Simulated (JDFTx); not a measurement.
# CsH under changes of volume

One of the cells (32.401 Å³/atom); the others are scaled copies at fixed shape and fractional positions:

```
Cs H
1.0
     0.00000    3.18800    3.18800
     3.18800    0.00000    3.18800
     3.18800    3.18800    0.00000
Cs H
1 1
Cartesian
  0.0000 0.0000 0.0000
  3.1880 3.1880 3.1880
```

```yaml
Program: JDFTx 1.7.0 (patched build)
Functional: r2SCAN
Potentials_or_basis: SG15-PBE-1.2 with smoothed tails
Cutoff: 1088 eV
Density_cutoff: 8708 eV
k_mesh: 7 × 7 × 7
Occupations: fermi-dirac, width 0.05 eV
Spin: no spin polarisation
```

```tsv
volume (Å³/atom)	energy over the lowest point (meV/atom)	pressure (GPa)	gap on the mesh (eV)
30.457	4.10	0.7	2.83
31.105	?	?	?
31.753	0.46	0.2	2.87
32.401	0.00	0.0	2.89
33.049	0.33	-0.2	2.91
33.697	1.39	-0.4	2.93
34.345	3.10	-0.5	2.94
```

What does the run at 31.105 Å³/atom give?

Energy over the lowest point 1.80 meV/atom; pressure 0.4 GPa; gap on the mesh 2.85 eV.

Worked out: A Birch-Murnaghan fit of order 3 (a polynomial in V^(-2/3)) to the other rows has its minimum at 32.44 Å³/atom with B0 = V·E''(V) = 9.8 GPa and B' = 3.8. It gives 1.80 meV/atom at 31.105 Å³/atom, against the run's 1.80, and -dE/dV = 0.4 GPa, against 0.4. A straight line through the other rows of the gap, of slope 0.943 eV per unit of ln V (its deformation potential), gives 2.85 eV, against the run's 2.85.

Energies are extrapolated to zero smearing.

Caveats: the potentials were made for another functional, which shifts forces and pressure; spin-orbit coupling is left out, which moves the levels of the heavy elements; an odd mesh through Γ misses points on the zone boundary, where band edges often lie.
